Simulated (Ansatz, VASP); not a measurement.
## MgS in VASP and in Ansatz

```xyz
4
Lattice="4.3372 0.0000 0.0000 -2.1686 3.4941 0.0000 0.0000 0.0000 6.4323" Properties=species:S:1:pos:R:3 pbc="T T T"
Mg    2.1686    1.1647    3.1888
Mg    0.0000    2.3294    6.4050
S     0.0000    2.3294    2.4394
S     2.1686    1.1647    5.6556
```

Change from the starting cell: strain +0.0750 x Voigt [1, 0, 0, 0, 0, 0], atoms carried along.

Alike in both runs: task single point; functional PBE; k mesh 6 × 6 × 4; occupations gaussian, width 0.05 eV; no spin polarisation.

```csv
,VASP,Ansatz
version,VASP 6.6.1,Ansatz 0.2.0
potentials or method,"VASP PAW PBE potentials, release 64 (Mg, S)","scalar-relativistic, plane waves, PAW"
plane-wave cutoff (eV),520,420
valence electrons in the cell,16,32
```

VASP gave:

- gap on the k mesh at the Fermi level (eV): 3.00
- least direct gap on the mesh (eV): 3.00
- pressure (GPa): -2.6
- largest component of the traceless stress (GPa): 3.24
- rms of the force components (eV/Å): 0.186

Q: What did Ansatz give for the same quantities?

A: gap on the k mesh at the Fermi level (eV): 3.01; least direct gap on the mesh (eV): 3.01; pressure (GPa): -2.5; largest component of the traceless stress (GPa): 3.23; rms of the force components (eV/Å): 0.187.

Atom by atom the forces differ by 0.001 eV/Å (rms over components). The two sets of potentials don't hold the same shells in valence.
